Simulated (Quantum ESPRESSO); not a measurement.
Pd under changes of volume

One of the cells (14.750 Å³/atom); the others are scaled copies at fixed shape and fractional positions:

```
Pd
1.0
     0.00000    1.94650    1.94650
     1.94650    0.00000    1.94650
     1.94650    1.94650    0.00000
Pd
1
Direct
  0.00000 0.00000 0.00000
```

```yaml
Program: Quantum ESPRESSO 7.5
Functional: PBEsol
Potentials_or_basis: GBRV 1.5 PBEsol
Cutoff: 612 eV
Density_cutoff: 4898 eV
k_mesh: 12 × 12 × 12
Occupations: fermi-dirac, width 0.05 eV
Spin: no spin polarisation
```

```csv
volume (Å³/atom),energy over the lowest point (meV/atom),pressure (GPa)
13.865,24.99,11.8
14.160,7.85,6.4
14.455,0.00,1.7
14.750,0.36,-2.4
15.045,?,?
15.340,21.54,-9.2
15.635,40.67,-12.0
```

What does the run at 15.045 Å³/atom give?

Energy over the lowest point 7.86 meV/atom; pressure -6.0 GPa.

Worked out: A Birch-Murnaghan fit of order 3 (a polynomial in V^(-2/3)) to the other rows has its minimum at 14.59 Å³/atom with B0 = V·E''(V) = 206 GPa and B' = 5.7. It gives 7.83 meV/atom at 15.045 Å³/atom, against the run's 7.86, and -dE/dV = -5.8 GPa, against -6.0.

Energies are extrapolated to zero smearing.
